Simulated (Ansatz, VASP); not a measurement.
InP in VASP and in Ansatz

The input INCAR:

```
ALGO = Normal ; EDIFF = 1E-6
EDIFFG = -0.005 ; ENCUT = 600
IBRION = 2 ; ISIF = 3
ISMEAR = 0 ; LASPH = T
LCHARG = F ; LREAL = F
LWAVE = F ; NELM = 100
NSW = 100 ; PREC = Accurate
SIGMA = 0.02
```

Contents of KPOINTS:

```
k-points
0
Gamma
  10 10 10
```

Contents of POSCAR:

```
InP
1.0
    0.0000000000      2.9519763900      2.9519763900
    2.9519763900      0.0000000000      2.9519763900
    2.9519763900      2.9519763900      0.0000000000
In P
1 1
Direct
    0.0000000000      0.0000000000      0.0000000000
    0.7500000000      0.7500000000      0.7500000000
```

Input for Ansatz:

```yaml
crystal:
  lattice:
    - [0.0, 2.95197639, 2.95197639]
    - [2.95197639, 0.0, 2.95197639]
    - [2.95197639, 2.95197639, 0.0]
  atoms:
    - { symbol: In, position: [0.0, 0.0, 0.0] }
    - { symbol: P, position: [0.75, 0.75, 0.75] }
basis:
  ecutwfc: 420
kpoints:
  mp_grid: { grid: [10, 10, 10] }
hamiltonian:
  xc: lda
scf:
  occupations: { method: gaussian, width: 0.02 }
output:
  forces: true
  stress: true
  eigenvalues: true
  write_density: true
  write_potential: true
  elf: true
  volumetric_format: npy
relax:
  adjacent_minimum: "off"
  f_tol: 0.005
  max_steps: 80
  cell: { stress_tol: 0.05 }
```

The cell is a database's computed one.

Alike in both runs: task relaxation of cell and atoms; functional LDA; k mesh 10 × 10 × 10; occupations gaussian, width 0.02 eV; no spin polarisation.

|  | VASP | Ansatz |
| --- | --- | --- |
| version | VASP 6.6.1 | Ansatz 0.2.0 |
| potentials or method | VASP PAW LDA potentials, release 64 (In_d, P) | scalar-relativistic, plane waves, PAW |
| plane-wave cutoff (eV) | 600 | 420 |
| valence electrons in the cell | 18 | 18 |

|  | VASP | Ansatz | Ansatz less VASP |
| --- | --- | --- | --- |
| gap on the k mesh at the Fermi level, each at its own relaxed structure (eV) | 0.60 | 0.57 | -0.026 |
| relaxed volume (Å³/atom) | 24.75 | 24.74 | -0.011 |
| relaxed cell length with the largest relative difference (Å) | 4.122 | 4.121 | -0.0006 |
| energy change over the relaxation (meV/atom) | -8 | -8 | -0.4 |

Caveats: spin-orbit coupling is left out, which moves the levels of the heavy elements. LDA gaps usually lie below the measured ones, often by a third to a half.
